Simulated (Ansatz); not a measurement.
# NiGe: an elastic constant from a strain scan

The calculation used Ansatz 0.2.0, DFT PBE, scalar-relativistic, plane waves, PAW. The runs took a 420 eV cutoff, a Γ-centred 8×12×8 mesh and Gaussian smearing (0.15 eV). No spin polarisation. A magnetic state may lie lower. Energies are free energies at this smearing, counted from the undisturbed cell; pressure is positive in compression.

The starting cell (relaxed at this level):

```
Ni Ge
1.0
     5.39666    0.00000    0.00000
     0.00000    3.48088    0.00000
     0.00000    0.00000    5.84608
Ni Ge
4 4
Direct
  0.99428 0.75000 0.19018
  0.00572 0.25000 0.80982
  0.50572 0.25000 0.69018
  0.49428 0.75000 0.30982
  0.81033 0.75000 0.58743
  0.18967 0.25000 0.41257
  0.68967 0.25000 0.08743
  0.31033 0.75000 0.91257
```

The cell is strained by ε times the Voigt pattern (0, 0, 1, 0, 0, 0) (xx, yy, zz, yz, xz, xy; engineering shear) with fractional coordinates fixed. The cell holds 8 atoms in V0 = 109.82 Å³. The stress column is τ = (1/V0) dE/dε, got from the stress tensor σ (compression positive) at each point as −det(1 + εP) σ : P(1 + εP)⁻¹, with P the pattern as a tensor.

```csv
ε,ΔE (meV/atom),τ (GPa)
-0.0400,15.845,-9.712
-0.0300,8.678,-7.044
-0.0200,3.733,-4.525
0.0000,0.000,0.067
0.0100,0.959,2.144
0.0200,3.635,4.077
0.0300,7.907,5.873
0.0400,?,?
```

Question: Which combination of elastic constants does this scan measure, and how large is it?

Answer: For small ε, τ = τ0 + Kε with K = pᵀCp, which for this pattern is C33 in the Cartesian frame shown. The parabola through τ at ε = -0.0200, 0 and 0.0100 has slope K = 215 GPa at zero. The energies per cell, E = NΔE, of the same two points give K = 2[E(ε₊)/ε₊ − E(ε₋)/ε₋]/[(ε₊ − ε₋)V0] = 220 GPa, in agreement. These are clamped-ion values.

Question: Predict the withheld row at ε = 0.0400 from the harmonic law, and compare.

Answer: ΔE = V0(τ0 ε + Kε²/2)/N = 14.965 meV/atom and τ = 8.67 GPa. The calculation gives 13.661 meV/atom and 7.53 GPa: the energy lies 9 % below the harmonic value, as bonds soften when stretched.

Forces appear on the atoms along this scan, and letting them relax would lower the energy and soften the response. In a metal these slopes depend on the k mesh and the smearing.

Cost: 8 runs of about 20 core-minutes in all, on AMD EPYC (Zen 3) (shared hosts).